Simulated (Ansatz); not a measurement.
# CuH2 (CdI2 type): a single-point run

Wanted: a converged single-point run for CuH2 (CdI2 type), and a check of what comes out. The structure is shown as the input types it.

Computed with Ansatz 0.2.0 (DFT, PBE, all-electron LAPW, scalar-relativistic, unless a step's input says otherwise).

**1. Starting point**

Symmetry: P-3m1, No. 164, trigonal system. Conventional cell: a = 2.558 Å, b = 2.558 Å, c = 4.873 Å, α = 90.00°, β = 90.00°, γ = 120.00°. Cu (site symmetry -3m) has 6 H at 1.77 Å as nearest neighbours. Around H (site symmetry 3m) lie 3 Cu at 1.77 Å.

Structure file:

```cif
data_structure
_symmetry_space_group_name_H-M 'P 1'
_symmetry_Int_Tables_number 1
_cell_length_a 2.5576
_cell_length_b 2.5576
_cell_length_c 4.8725
_cell_angle_alpha 90.000
_cell_angle_beta 90.000
_cell_angle_gamma 120.000
_cell_volume 27.60
loop_
_atom_site_label
_atom_site_type_symbol
_atom_site_fract_x
_atom_site_fract_y
_atom_site_fract_z
_atom_site_occupancy
Cu1 Cu 0.00000 0.00000 0.00000 1
H1 H 0.33333 0.66667 0.19960 1
H2 H 0.66667 0.33333 0.80040 1
```

**2. Running it**

Input file input.yaml:

```yaml
crystal:
  lattice:
    - [2.5576488808, 0.0, 0.0]
    - [-1.2788244404, 2.2149889047, 0.0]
    - [0.0, 0.0, 4.8725133106]
  atoms:
    - { symbol: Cu, position: [0.0, 0.0, 0.0] }
    - { symbol: H, position: [0.3333333333, 0.6666666667, 0.1996021845] }
    - { symbol: H, position: [0.6666666667, 0.3333333333, 0.8003978155] }
kpoints:
  mp_grid: { grid: [14, 14, 8] }
  band_path:
    path:
      - [0.0, 0.0, 0.0]
      - [0.5, 0.0, 0.0]
      - [0.3333333333, 0.3333333333, 0.0]
      - [0.0, 0.0, 0.0]
      - [0.0, 0.0, 0.5]
      - [0.5, 0.0, 0.5]
      - [0.3333333333, 0.3333333333, 0.5]
      - [0.0, 0.0, 0.5]
      - [0.5, 0.0, 0.5]
    npoints: 14
scf:
  occupations: { method: fermi_dirac, width: 2.0 }
  max_iter: 75
hamiltonian:
  xc: pbe
  pseudopotentials: { kind: all_electron, lapw: { basis_error: 0.001 } }
output:
  forces: true
  stress: true
  eigenvalues: true
  populations: true
```

Started as:

```console
ansatz run input.yaml --threads 1 --pin off --max-ram 3072MiB --backend cpu --events-out ev --progress --plain --runs-dir out
```

What happens when this is run?

This run ends as converged. It gives a pressure of 21 GPa, which is large; a structure far from rest gives such values too, whatever the setting.

In the input, scf.occupations.width is 2.0. Occupations are smeared over electronvolts, wider than many features of the bands. A Fermi-Dirac width of 2 eV is an electron temperature of 23200 K.

To check: set scf.occupations.width to 0.05.
